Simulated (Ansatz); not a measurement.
# Transmission past a defect: Al wire along [110], 3 atoms a period, Pt in place of one Al

Wanted: the relaxed defect and the transmission past it, beside the channels of the perfect wire.

Program: Ansatz 0.2.0. Level of theory: DFT PBE, plane waves, PAW; relaxation of a wire's period, in the first sound run; inputs show where later runs differ. Results are calculated unless marked as measured.

## (1) Starting point

The cell holds 3 atoms: 3 Al. Its edges and angles: a = 8.820 Å, b = 9.657 Å, c = 2.857 Å, α = 90.0°, β = 90.0°, γ = 90.0°. Vacuum lies along a and b. The structure's axis is c.

## (2) The relaxed wire

Band widths follow the bond lengths, so the wire is relaxed first. The atoms and the third cell vector are free; the box across stays fixed as vacuum. A Fermi-Dirac smearing is set since the result may be a metal. The pressure printed is a third of the stress's trace over the whole box, vacuum included; only the stress along the axis is relaxed.

Contents of input.yaml:

```yaml
crystal:
  lattice:
    - [8.82, 0.0, 0.0]
    - [0.0, 9.657, 0.0]
    - [0.0, 0.0, 2.856711396]
  atoms:
    - { symbol: Al, position: [0.385487528, 0.352076214, 0.0] }
    - { symbol: Al, position: [0.614512472, 0.499985057, 0.5] }
    - { symbol: Al, position: [0.385487528, 0.6478939, 0.0] }
kpoints:
  mp_grid: { grid: [1, 1, 29] }
scf:
  occupations: { method: fermi_dirac, width: 0.05 }
hamiltonian:
  xc: pbe
relax:
  cell: { fix: [a, b, alpha, beta, gamma] }
  max_steps: 60
```

The run is started by

```console
> ansatz run input.yaml --threads 4 --pin off --max-ram 16384MiB --backend cpu --events-out ev --progress --plain --runs-dir out
```

Numbers of over 12 decimals in the logs are rounded to 6 here.

Output:

```text
Engine: ansatz 0.2.0, aarch64-unknown-linux-gnu
Pseudopotentials: kind: paw
Pseudopotential: Al, paw, valence charge 3, recommended cutoff 420 eV (normal), Al.paw.azcp
Functional definition: PBE
  parameter kappa = 0.804
  parameter beta = 0.066725
  exchange = pbe_x(kappa = kappa, mu = beta*pi^2/3)
  correlation = pbe_c(beta = beta)
Crystal: 3 atoms, lattice volume = 243.320 Å³
Basis set: ecut = 420 eV, 4741 PW (Γ), exchange–correlation on 120×144×40 points (8 copies of the dense FFT grid, shifted against one another)
Bands: 9, of which v1, the nominal top of the filled ones, is band 5 counted from 1 (4 counted from 0)
Symmetry: 4 space group operations
Space group: Pmm2 (ITA 25), of the structure as read, at distance tolerance 6.2e-5 Å
k-points: 15 of 29
Non-local potential: Al, projectors of the file, l = 0: 2, l = 1: 2, l = 2: 1
PAW form: soft (Blöchl's): semilocal exchange-correlation on the pseudo side does not see the compensation charge
PAW one-centre angular grid: Al, 110 points (default); XC on 64 Gauss nodes
Initial density: superposition of atomic densities (neutral atoms: chi_scale 0, normalization atom), corrected by the library's trained network
Initial wavefunctions: pseudopotential atomic-orbital guess
Functional: x = pbe(κ = 0.804, μ = 0.219515), c = pbe(β = 0.066725)
SCF iter   1: F=—  HF=-1609.348188 eV  |F-HF|=—  |Δ(HF+E_count)|=         —  Δρ=1.71e-3  dr2=2.24e-2  ethr=1.77e-3  ⟨swp⟩=8.1  Hψ=1324  notcnv=0
preconditioner: auto → LDOS  [metal: Δε(μ)=0.088 eV  Ē_g=5.340 eV  σ=0.050 eV  W_gap=0.37  n_scr=20 (ndim 8)  ℏωp=7.1 eV  f_vac=0.396  D(μ)=2.73/eV (n_scr^D=12)  β→1.0]
SCF iter   2: F=—  HF=-1609.347379 eV  |F-HF|=—  |Δ(HF+E_count)|=   8.10e-4  Δρ=8.05e-4  dr2=3.27e-3  ethr=2.49e-4  ⟨swp⟩=2.7  Hψ=359  notcnv=0
SCF iter   3: F=—  HF=-1609.347925 eV  |F-HF|=—  |Δ(HF+E_count)|=   5.46e-4  Δρ=2.21e-4  dr2=3.41e-4  ethr=3.63e-5  ⟨swp⟩=2.1  Hψ=246  notcnv=0
SCF iter   4: F=—  HF=-1609.348014 eV  |F-HF|=—  |Δ(HF+E_count)|=   8.96e-5  Δρ=6.50e-5  dr2=3.46e-5  ethr=3.79e-6  ⟨swp⟩=2.8  Hψ=210  notcnv=0
SCF iter   5: F=—  HF=-1609.348135 eV  |F-HF|=—  |Δ(HF+E_count)|=   1.20e-4  Δρ=1.66e-5  dr2=2.56e-6  ethr=3.84e-7  ⟨swp⟩=2.3  Hψ=199  notcnv=0
SCF iter   6: F=—  HF=-1609.348135 eV  |F-HF|=—  |Δ(HF+E_count)|=   3.73e-7  Δρ=4.32e-6  dr2=1.08e-7  ethr=2.84e-8  ⟨swp⟩=2.6  Hψ=197  notcnv=0
SCF iter   7: F=-1609.348135 eV  HF=-1609.348135 eV  |F-HF|=3.25e-9  |Δ(HF+E_count)|=   1.06e-7  Δρ=9.78e-7  dr2=5.51e-9  ethr=1.11e-9  ⟨swp⟩=5.0  Hψ=450  notcnv=0
SCF 1 converged in 7 iterations: F = -1609.348135 eV  dr2 = 5.51e-9
  greatest PAW one-centre occupation: 0.501 electrons in one spin orbital (limit 2), on the Al atom at site 2 (counted from 0), in its partial waves of l = 0
relax step   1: F+E_penalty+E_count = -1609.34813512 eV  Δ(F+E_penalty+E_count) = +0.000e0 eV  max|allowed force component| = 1.254e-1 eV/Å  Δτ_max = 0.0000 Å  P = -1.514 GPa  Ω = 243.320 Å³  fix = [a, b, alpha, beta, gamma]  reactions: a -0.223, b -0.353 GPa  (7 SCF iters, dr2 threshold 1.00e-7 eV, accepted)
Crystal: 3 atoms, lattice volume = 231.448 Å³
Basis set: ecut = 420 eV, 4569 PW (Γ), exchange–correlation on 120×144×40 points (8 copies of the dense FFT grid, shifted against one another)
Initial density: handed on by an earlier stage of this run
Initial wavefunctions: those handed on with the density
iter 1 solved again at ethr=4.97e-4 eV; its pass at ethr=3.10e-3 eV (dr2=4.47e-2 eV) is discarded
SCF iter   1: F=—  HF=-1609.638300 eV  |F-HF|=—  |Δ(HF+E_count)|=         —  Δρ=2.56e-3  dr2=4.54e-2  ethr=4.97e-4  ⟨swp⟩=1.0  Hψ=1341  notcnv=0
preconditioner: auto → LDOS  [metal: Δε(μ)=0.128 eV  Ē_g=5.609 eV  σ=0.050 eV  W_gap=0.50  n_scr=20 (ndim 8)  ℏωp=7.3 eV  f_vac=0.399  D(μ)=2.34/eV (n_scr^D=10)  β→1.0]
SCF iter   2: F=—  HF=-1609.625743 eV  |F-HF|=—  |Δ(HF+E_count)|=   1.26e-2  Δρ=1.23e-3  dr2=9.27e-3  ethr=4.97e-4  ⟨swp⟩=2.1  Hψ=241  notcnv=0
SCF iter   3: F=—  HF=-1609.625844 eV  |F-HF|=—  |Δ(HF+E_count)|=   1.01e-4  Δρ=3.84e-4  dr2=1.20e-3  ethr=1.03e-4  ⟨swp⟩=2.5  Hψ=263  notcnv=0
SCF iter   4: F=—  HF=-1609.625797 eV  |F-HF|=—  |Δ(HF+E_count)|=   4.67e-5  Δρ=1.25e-4  dr2=1.11e-4  ethr=1.34e-5  ⟨swp⟩=2.2  Hψ=186  notcnv=0
SCF iter   5: F=—  HF=-1609.625896 eV  |F-HF|=—  |Δ(HF+E_count)|=   9.91e-5  Δρ=3.29e-5  dr2=7.44e-6  ethr=1.23e-6  ⟨swp⟩=2.0  Hψ=199  notcnv=0
SCF iter   6: F=—  HF=-1609.625896 eV  |F-HF|=—  |Δ(HF+E_count)|=   2.63e-7  Δρ=8.90e-6  dr2=4.77e-7  ethr=8.26e-8  ⟨swp⟩=2.5  Hψ=188  notcnv=0
SCF iter   7: F=-1609.625897 eV  HF=-1609.625897 eV  |F-HF|=1.71e-10  |Δ(HF+E_count)|=   1.22e-7  Δρ=1.54e-6  dr2=1.26e-8  ethr=3.33e-9  ⟨swp⟩=4.8  Hψ=462  notcnv=0
SCF 2 converged in 7 iterations: F = -1609.625897 eV  dr2 = 1.26e-8
  greatest PAW one-centre occupation: 0.482 electrons in one spin orbital (limit 2), on the Al atom at site 1 (counted from 0), in its partial waves of l = 0
relax step   2: F+E_penalty+E_count = -1609.62589652 eV  Δ(F+E_penalty+E_count) = -2.778e-1 eV  max|allowed force component| = 1.313e-1 eV/Å  Δτ_max = 0.0083 Å  P = -1.240 GPa  Ω = 231.448 Å³  energy of the carried Pulay correction = +8.022e-4 eV  fix = [a, b, alpha, beta, gamma]  reactions: a -0.002, b -0.464 GPa  (7 SCF iters, dr2 threshold 3.00e-7 eV, accepted)
Crystal: 3 atoms, lattice volume = 219.607 Å³
Basis set: ecut = 420 eV, 4341 PW (Γ), exchange–correlation on 120×144×40 points (8 copies of the dense FFT grid, shifted against one another)
iter 1 solved again at ethr=4.72e-4 eV; its pass at ethr=3.10e-3 eV (dr2=4.24e-2 eV) is discarded
SCF iter   1: F=—  HF=-1609.839477 eV  |F-HF|=—  |Δ(HF+E_count)|=         —  Δρ=2.95e-3  dr2=4.57e-2  ethr=4.72e-4  ⟨swp⟩=1.1  Hψ=1381  notcnv=0
preconditioner: auto → LDOS  [insulator: Δε(μ)=0.120 eV  Ē_g=5.866 eV  σ=0.050 eV  W_gap=0.52  n_scr=20 (ndim 8)  ℏωp=7.5 eV  f_vac=0.400  D(μ)=1.57/eV (n_scr^D=8)  ε∞_Penn≈2.6  β→1.0]
SCF iter   2: F=—  HF=-1609.825322 eV  |F-HF|=—  |Δ(HF+E_count)|=   1.42e-2  Δρ=9.92e-4  dr2=3.60e-3  ethr=4.72e-4  ⟨swp⟩=2.5  Hψ=254  notcnv=0
SCF iter   3: F=—  HF=-1609.826363 eV  |F-HF|=—  |Δ(HF+E_count)|=   1.04e-3  Δρ=2.46e-4  dr2=3.20e-4  ethr=4.00e-5  ⟨swp⟩=2.3  Hψ=258  notcnv=0
SCF iter   4: F=—  HF=-1609.826448 eV  |F-HF|=—  |Δ(HF+E_count)|=   8.52e-5  Δρ=9.08e-5  dr2=3.35e-5  ethr=3.56e-6  ⟨swp⟩=2.3  Hψ=196  notcnv=0
SCF iter   5: F=—  HF=-1609.826414 eV  |F-HF|=—  |Δ(HF+E_count)|=   3.41e-5  Δρ=1.65e-5  dr2=1.04e-6  ethr=3.72e-7  ⟨swp⟩=2.6  Hψ=206  notcnv=0
SCF iter   6: F=-1609.826415 eV  HF=-1609.826415 eV  |F-HF|=3.72e-8  |Δ(HF+E_count)|=   9.93e-7  Δρ=4.38e-6  dr2=6.49e-8  ethr=3.33e-9  ⟨swp⟩=5.1  Hψ=479  notcnv=0
SCF 3 converged in 6 iterations: F = -1609.826415 eV  dr2 = 6.49e-8
  greatest PAW one-centre occupation: 0.483 electrons in one spin orbital (limit 2), on the Al atom at site 2 (counted from 0), in its partial waves of l = 0
relax step   3: F+E_penalty+E_count = -1609.82641488 eV  Δ(F+E_penalty+E_count) = -2.005e-1 eV  max|allowed force component| = 2.022e-1 eV/Å  Δτ_max = 0.0837 Å  P = -0.401 GPa  Ω = 219.607 Å³  energy of the carried Pulay correction = +1.643e-3 eV  fix = [a, b, alpha, beta, gamma]  reactions: a -0.188, b +0.218 GPa  (6 SCF iters, dr2 threshold 3.00e-7 eV, accepted)
[...]
relax step   4: F+E_penalty+E_count = -1609.76412846 eV  Δ(F+E_penalty+E_count) = +6.229e-2 eV  max|allowed force component| = 4.941e-1 eV/Å  Δτ_max = 0.1863 Å  P = -0.528 GPa  Ω = 207.779 Å³  energy of the carried Pulay correction = +2.528e-3 eV  fix = [a, b, alpha, beta, gamma]  (6 SCF iters, dr2 threshold 3.00e-7 eV, rejected (line search))
[...]
relax step   5: F+E_penalty+E_count = -1609.86455735 eV  Δ(F+E_penalty+E_count) = -3.814e-2 eV  max|allowed force component| = 1.840e-1 eV/Å  Δτ_max = 0.0322 Å  P = -0.054 GPa  Ω = 213.693 Å³  energy of the carried Pulay correction = +2.080e-3 eV  fix = [a, b, alpha, beta, gamma]  reactions: a -0.115, b +0.187 GPa  (9 SCF iters, accepted)
[...]
relax step   6: F+E_penalty+E_count = -1609.85671216 eV  Δ(F+E_penalty+E_count) = +7.845e-3 eV  max|allowed force component| = 1.563e-1 eV/Å  Δτ_max = 0.0726 Å  P = -0.094 GPa  Ω = 210.655 Å³  energy of the carried Pulay correction = +2.309e-3 eV  fix = [a, b, alpha, beta, gamma]  (6 SCF iters, dr2 threshold 3.00e-7 eV, rejected (line search))
[...]
relax step   7: F+E_penalty+E_count = -1609.87026795 eV  Δ(F+E_penalty+E_count) = -5.711e-3 eV  max|allowed force component| = 4.855e-2 eV/Å  Δτ_max = 0.0363 Å  P = -0.058 GPa  Ω = 212.224 Å³  energy of the carried Pulay correction = +2.190e-3 eV  fix = [a, b, alpha, beta, gamma]  reactions: a -0.280, b -0.251 GPa  (8 SCF iters, accepted)
[...]
relax step   8: F+E_penalty+E_count = -1609.87096067 eV  Δ(F+E_penalty+E_count) = -6.927e-4 eV  max|allowed force component| = 1.835e-2 eV/Å  Δτ_max = 0.0146 Å  P = -0.206 GPa  Ω = 213.518 Å³  energy of the carried Pulay correction = +2.093e-3 eV  fix = [a, b, alpha, beta, gamma]  reactions: a -0.167, b -0.254 GPa  (4 SCF iters, dr2 threshold 3.00e-7 eV, accepted)
[...]
relax step   9: F+E_penalty+E_count = -1609.87144396 eV  Δ(F+E_penalty+E_count) = -4.833e-4 eV  max|allowed force component| = 9.667e-3 eV/Å  Δτ_max = 0.0055 Å  P = -0.136 GPa  Ω = 212.986 Å³  energy of the carried Pulay correction = +2.133e-3 eV  fix = [a, b, alpha, beta, gamma]  reactions: a -0.203, b -0.234 GPa  (4 SCF iters, dr2 threshold 9.75e-8 eV, accepted)
Basis set: ecut = 420 eV, 4185 PW (Γ), exchange–correlation on 120×144×36 points (8 copies of the dense FFT grid, shifted against one another)
Initial wavefunctions: pseudopotential atomic-orbital guess (no wavefunctions were taken with the density)
iter 1 solved again at ethr=1.59e-6 eV; its pass at ethr=3.10e-3 eV (dr2=1.43e-4 eV) is discarded
SCF iter   1: F=—  HF=-1609.870592 eV  |F-HF|=—  |Δ(HF+E_count)|=         —  Δρ=2.55e-5  dr2=1.60e-7  ethr=1.59e-6  ⟨swp⟩=2.8  Hψ=1703  notcnv=0
eigensolver tolerance schedule: the retry pair's looser diagonalisation over-reported the residual by 896.78 of it (diagonalisation noise at 0.86 of the residual, at the tolerance the schedule requests for it); recorded, not acted on — ethr = c·dr2/N_el stays at c = 1.0e-1
preconditioner: auto → LDOS  [insulator: Δε(μ)=0.144 eV  Ē_g=5.913 eV  σ=0.050 eV  W_gap=0.56  n_scr=20 (ndim 8)  ℏωp=7.6 eV  f_vac=0.404  D(μ)=1.32/eV (n_scr^D=8)  ε∞_Penn≈2.7  β→1.0]
SCF iter   2: F=—  HF=-1609.870667 eV  |F-HF|=—  |Δ(HF+E_count)|=   7.47e-5  Δρ=1.85e-6  dr2=1.13e-8  ethr=1.77e-9  ⟨swp⟩=3.3  Hψ=270  notcnv=0
SCF iter   3: F=—  HF=-1609.870667 eV  |F-HF|=—  |Δ(HF+E_count)|=   5.86e-9  Δρ=3.60e-7  dr2=7.53e-10  ethr=1.26e-10  ⟨swp⟩=2.5  Hψ=202  notcnv=0
SCF iter   4: F=—  HF=-1609.870667 eV  |F-HF|=—  |Δ(HF+E_count)|=  2.27e-11  Δρ=1.65e-7  dr2=6.55e-11  ethr=8.36e-12  ⟨swp⟩=2.7  Hψ=210  notcnv=0
SCF iter   5: F=-1609.870667 eV  HF=-1609.870667 eV  |F-HF|=1.14e-12  |Δ(HF+E_count)|=  6.25e-11  Δρ=3.59e-8  dr2=6.93e-12  ethr=1.00e-12  ⟨swp⟩=6.8  Hψ=567  notcnv=0
SCF 10 converged in 5 iterations: F = -1609.870667 eV  dr2 = 6.93e-12
relax step  10: F+E_penalty+E_count = -1609.87066668 eV  Δ(F+E_penalty+E_count) = +7.773e-4 eV  max|allowed force component| = 9.575e-3 eV/Å  Δτ_max = 0.0000 Å  P = -0.143 GPa  Ω = 212.986 Å³  fix = [a, b, alpha, beta, gamma]  reactions: a -0.207, b -0.238 GPa  stress off target by 1.76e-2 GPa on what of the cell is left free  SCF on the basis re-selected at this cell (its energy is not comparable with the rows above)  (5 SCF iters)
basis re-selected at this cell: Δ(F+E_penalty+E_count) = +7.773e-4 eV, ΔP = -0.006 GPa vs the last step (what re-selecting the basis moved, of the pressure what is left beyond the Pulay correction that the steps carried, after the strain that the cell walked since its last selection, with what the two solves' SCF thresholds leave and, on support functions, any second-order correction that the steps lacked; it is no measure of the basis error at this ecutwfc). The dense FFT grid was sized anew with the basis: this SCF ran on 60×72×18 points, the steps before it on 60×72×20, so part of this shift can come from that change (see relax.cell in the input reference). [rest of the remark cut]
SCF converged after 5 iterations
Free energy (F): -1609.870667 eV
Harris-Foulkes:  -1609.870667 eV  (|F-HF|=1.14e-12)
Internal energy: -1609.858936 eV  (E = F + TS)
E sigma→0 (E₀):  -1609.864801 eV
Entropy (-TS):   -0.011731 eV (-3.910 meV/atom)
Fermi energy:    -1.536569 eV
--- Per-component energies (eV) ---
  E_band       = -43.916917
  E_kinetic    = 60.420557
  E_local      = -329.762012  (includes V_loc(G=0)·N_el)
  E_nonlocal   = 32.902903
  E_hartree    = 141.552722
  E_xc         = -113.698439
  E_vxc        = -79.348431  (∫ρ·V_xc dr)
  E_paw        = -1402.247568  (= ΣΔE_a)
  E_vpaw       = -11.235327  (= ΣTr[D̂ρ^β])
  E_aug_tail   = -0.000006  (compensation charges beyond the density's cutoff)
  E_ewald      = 0.972907
  E_smearing   = -0.011731  (= −TS)
  E_closure    = 0.000000  (closes the sum)
  Σ components = -1609.870667   (vs F -1609.870667, Δ=0.00e0)
--- Forces (eV/Å), atoms counted from 1 ---
  atom   1  Al     0.00184474     0.00957532     0.00000000
  atom   2  Al    -0.00369072     0.00000000    -0.00000000
  atom   3  Al     0.00184474    -0.00957532    -0.00000000
  max |Σ_I F_I| component: 1.25e-6 eV/Å
--- Stress (GPa, compression-positive) ---
       -0.206988      -0.000000       0.000000
       -0.000000      -0.238293      -0.000000
        0.000000      -0.000000       0.017649
  P = ⅓ Tr σ = -0.1425 GPa (-1.425 kbar)
--- Relaxed structure (9 steps of the walk, 7 accepted, 1 SCFs on fresh bases) ---
  F+E_penalty+E_count = -1609.87066668 eV   max|allowed force component| = 9.575e-3 eV/Å   (the final SCF, on the basis selected at the relaxed cell)
  cell:  # Å, volume = 212.9857 Å³
    - [8.82, 0.0, 0.0]
    - [0.0, 9.657, 0.0]
    - [0.0, 0.0, 2.500573]
  atoms:
    - { symbol: Al, position: [0.380569, 0.352254, 0.0] }
    - { symbol: Al, position: [0.624350, 0.499985, 0.5] }
    - { symbol: Al, position: [0.380569, 0.647716, 0.0] }
```

Wall time 9 s (4 threads of Arm Neoverse V2, shared host); peak memory 0.4 GiB; 32 s of CPU time.

Relaxation path:

```
step  energy less that of the first step (eV)  largest force component (eV/Å)  pressure (GPa)  volume (Å³)
   1                                   0.0000                          0.1254           -1.51       243.32
   2                                  -0.2778                          0.1313           -1.24       231.45
   3                                  -0.4783                          0.2022           -0.40       219.61
   4                                  -0.4160                          0.4941           -0.53       207.78
   5                                  -0.5164                          0.1840           -0.05       213.69
   6                                  -0.5086                          0.1563           -0.09       210.65
   7                                  -0.5221                          0.0486           -0.06       212.22
   8                                  -0.5228                          0.0183           -0.21       213.52
   9                                  -0.5233                          0.0097           -0.14       212.99
 10*                                  -0.5225                          0.0096           -0.14       212.99
```

Relaxation steps marked * repeat the geometry before them on a plane-wave basis chosen anew for their cell, so energy and pressure can jump there. Relaxation steps 4, 6 were tried and not accepted.

The run keeps the 4 symmetry operations that it works with, so distortions that break them were not tested.

```
cell as run  before  after   change
      c (Å)   2.857  2.501  -12.5 %
```

The atoms that moved most (Å, along periodic axes as changes of fractional coordinates times the final cell, across vacuum about the mean position):

```
atom      dx      dy     dz  length
 Al2   0.087   0.000  0.000   0.087
 Al1  -0.043   0.002  0.000   0.043
 Al3  -0.043  -0.002  0.000   0.043
```

The relaxed structure:

```xyz
3
Lattice="8.8200 0.0000 0.0000 0.0000 9.6570 0.0000 0.0000 0.0000 2.5006" Properties=species:S:1:pos:R:3
Al    3.3566    3.4017    0.0000
Al    5.5068    4.8284    1.2503
Al    3.3566    6.2550    0.0000
```

This step gave:

```
energy at zero smearing    : -1609.8648 eV
cell length along the wire : 2.501 Å
```

The cell's length comes to 2.501 Å with spin left out. That is -12 % against the start, more than a small adjustment.

The cell shrank by 12.5 % in its periodic edges. First to last step the energy falls by 0.523 eV, across changes of basis; the largest move, 0.09 Å, is that of Al2.

[end of part 1 of 4]

[Logs are printed without paths, hosts, clocks, repeated set-up lines and the standing remarks that a program may print on its own settings, such as how far it seeks lower states.]

[Hosts, paths, dates, database ids (printed as entryN), source tags and the programs' standing remarks are cut or masked in the printed files.]
